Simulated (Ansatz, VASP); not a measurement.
# Two plane-wave programs on TiN

INCAR

```
ALGO = Normal
EDIFF = 1E-6
EDIFFG = -0.005
ENCUT = 600
GGA = PE
IBRION = 2
ISIF = 3
ISMEAR = 0
LASPH = True
LCHARG = False
LREAL = False
LWAVE = False
NELM = 80
NSW = 100
PREC = Accurate
SIGMA = 0.1
```

The input KPOINTS:

```
k-points
0
Gamma
  18 18 18
```

Contents of POSCAR:

```
TiN
1.0
    0.0000000000      2.1206234500      2.1206234500
    2.1206234500      0.0000000000      2.1206234500
    2.1206234500      2.1206234500      0.0000000000
Ti N
1 1
Direct
    0.0000000000      0.0000000000      0.0000000000
    0.5000000000      0.5000000000      0.5000000000
```

Input for Ansatz:

```yaml
crystal:
  lattice:
    - [0.0, 2.12062345, 2.12062345]
    - [2.12062345, 0.0, 2.12062345]
    - [2.12062345, 2.12062345, 0.0]
  atoms:
    - { symbol: Ti, position: [0.0, 0.0, 0.0] }
    - { symbol: "N", position: [0.5, 0.5, 0.5] }
basis:
  ecutwfc: 420
kpoints:
  mp_grid: { grid: [18, 18, 18] }
hamiltonian:
  xc: pbe
scf:
  occupations: { method: gaussian, width: 0.1 }
output:
  forces: true
  stress: true
  eigenvalues: true
  write_density: true
  write_potential: true
  elf: true
  volumetric_format: npy
relax:
  adjacent_minimum: "off"
  f_tol: 0.005
  max_steps: 80
  cell: { stress_tol: 0.05 }
```

The cell is a database's computed one.

Alike in both runs: task relaxation of cell and atoms; functional PBE; k mesh 18 × 18 × 18; occupations gaussian, width 0.1 eV; no spin polarisation.

|  | VASP | Ansatz |
| --- | --- | --- |
| version | VASP 6.6.1 | Ansatz 0.2.0 |
| potentials or method | VASP PAW PBE potentials, release 64 (Ti_sv, N) | scalar-relativistic, plane waves, PAW |
| plane-wave cutoff (eV) | 600 | 420 |
| valence electrons in the cell | 17 | 17 |

```csv
,VASP,Ansatz,Ansatz less VASP
"gap on the k mesh at the Fermi level, each at its own relaxed structure (eV)",none,none,-
relaxed volume (Å³/atom),9.58,9.57,-0.009
relaxed cell length with the largest relative difference (Å),3.004,3.003,-0.0009
```

A gap of «none» marks a metal or a gap that the smearing closes.
